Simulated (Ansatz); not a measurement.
## Kick test of a cell of LiCl

The cell was reached from a generator's guess, though it ends in a space group that the Crystallography Open Database lists for this formula.

Method: DFT PBE, scalar-relativistic, plane waves, PAW in Ansatz. Cutoff 420 eV; k points 8×8×8 on the computed 2-atom cell (Γ-centred); Gaussian smearing, width 0.02 eV; no spin polarisation.

The cell below (2 atoms, space group Fm-3m (No. 225)) is relaxed within its symmetry.

```
CELL_PARAMETERS angstrom
0.00000 2.57445 2.57445
2.57445 0.00000 2.57445
2.57445 2.57445 0.00000
ATOMIC_POSITIONS crystal
Li 0.50000 0.50000 0.50000
Cl 0.00000 0.00000 0.00000
```

For the test a repeat of it with 4 atoms (edges 3.64, 3.64, 6.31 Å) was strained at random (σ = 1.5 % a component), the atoms were moved at random (σ = 0.10 Å), and all was relaxed again on a coarse 6×6×6 mesh (in the run’s order of axes) with 0.10 eV smearing, with no symmetry imposed.

Question: What happens?

Answer: It returns, within 1 meV/atom of the unmoved cell on that mesh and with the same symmetry when read at 0.1 Å (P1 at 0.01 Å, so small strains and shifts remain). So it is stable against the distortions that fit this cell and that this random move excites. Modes that don't fit the cell aren't tested.
